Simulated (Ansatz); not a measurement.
Starting cell, ZrO₂ (fluorite):

```xyz
3
Lattice="0.0000 2.5447 2.5447 2.5447 0.0000 2.5447 2.5447 2.5447 0.0000" Properties=species:S:1:pos:R:3 pbc="T T T"
Zr     0.0000     0.0000     0.0000
O      1.2723     1.2723     1.2723
O      3.8170     3.8170     3.8170
```

The atoms are displaced by Q × the pattern below (from a DFPT mode at Γ, largest move 1; Q in Å), at fixed cell. It is one choice among 3 degenerate patterns.

```tsv
atom	x	y	z
Zr1	0.000	0.000	-0.351
O2	0.000	0.000	1.000
O3	0.000	0.000	1.000
```

Level of theory: r2SCAN (plane waves to 500 eV, PAW, scalar-relativistic; Ansatz, an electronic-structure program). k mesh 11×11×11 (Γ-centred), Fermi-Dirac smearing 0.05 eV. This is a high-temperature form of ZrO2. ZrO2 is run without spin polarisation. ZrO2 was relaxed with its symmetry unable to fall.

At one point of the scan the forces (eV/Å) are:

```tsv
atom	Fx	Fy	Fz
Zr1	0.000	0.000	0.440
O2	0.000	0.000	-0.220
O3	0.000	0.000	-0.220
```

Problem. Which point is it?
A. Q = 0.030 Å
B. Q = 0.060 Å
C. Q = 0.090 Å
D. Q = 0.150 Å

Solution. B, Q = 0.060 Å

(A displaced cell: forces are minus the slopes of the energy, force constants its curvatures, and phonons follow from these.)
